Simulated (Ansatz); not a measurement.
## Phases of TiC at 21 GPa

Structure types of TiC are relaxed in primitive cells with their symmetry kept at 21 GPa, on PAW files; LAPW relaxes the small cells further and takes the PAW cell for the others (marked *). The enthalpy is E + pV at zero temperature, without zero-point motion. Only the types listed were tried, and differences under about 5 meV/atom are mesh noise. Not among the end structures: zincblende, which may lie lower.

Computed with Ansatz 0.2.0; functional PBE, scalar-relativistic. Settings: Fermi–Dirac smearing of 0.08 eV, no spin polarisation. Methods: LAPW: all electrons, basis error target 0.5 meV/atom; PAW: frozen-core files, cutoff 420 eV.

k meshes: rocksalt 16×16×16, CsCl 14×14×14, WC 16×16×14, NiAs 11×11×6.

Q: Order the types by LAPW enthalpy, lowest first.
A. rocksalt
B. NiAs
C. CsCl
D. WC

A: A (0 meV/atom), B (512 meV/atom), D (752 meV/atom), C (1144 meV/atom).

```csv
start type,ends as,"a, b, c (Å)",V (Å³/atom),"H − H(lowest), LAPW (meV/atom)","same, PAW"
rocksalt,"rocksalt, Fm-3m","4.230, 4.230, 4.230",9.46,0.0,0.0
CsCl,"CsCl, Pm-3m","2.639, 2.639, 2.639",9.19,1144.0,1143.6
WC,"WC, P-6m2","2.942, 2.942, 2.652",9.94,752.2,751.5
NiAs*,"NiAs, P6_3/mmc","2.955, 2.955, 5.270",9.96,511.7,511.5
```

Q: Split the lead of rocksalt over NiAs into energy and pV.

A: For NiAs less rocksalt: ΔE = +445.7 meV/atom, and p·ΔV = 21 GPa × +0.5040 Å³ × 6.242 meV/(GPa·Å³) = +66.1 meV/atom, together 511.8 meV/atom. rocksalt wins on both counts.
